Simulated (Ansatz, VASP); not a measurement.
Two plane-wave programs on Fe

```
Fe
1.0
     2.28594    0.00000    0.00000
    -1.14297    1.97969    0.00000
     0.00000    0.00000    4.33729
Fe
2
Direct
  0.33333 0.66667 0.25000
  0.66667 0.33333 0.75000
```

Alike in both runs: task single point; functional PBEsol; k mesh 33 × 33 × 18; occupations gaussian, width 0.15 eV; no spin polarisation.

```csv
,VASP,Ansatz
version,VASP 6.6.1,Ansatz 0.2.0
potentials or method,"VASP PAW PBE potentials, release 64 (Fe)","scalar-relativistic, plane waves, PAW"
plane-wave cutoff (eV),520,420
valence electrons in the cell,16,32
```

|  | VASP | Ansatz | Ansatz less VASP |
| --- | --- | --- | --- |
| gap on the k mesh at the Fermi level (eV) | none | none | - |
| pressure (GPa) | 10.3 | 10.8 | +0.55 |
| largest component of the traceless stress (GPa) | 53.12 | 54.47 | +1.347 |

A gap of «none» marks a metal or a gap that the smearing closes. The two sets of potentials don't hold the same shells in valence.

Caveats: the PAW data sets were made with another functional, which shifts forces and pressure a little (VASP); the run has no spin polarisation, though such a crystal can be magnetic. Spin polarisation is off, so any magnetic state and its effect on volume and gap are missing.
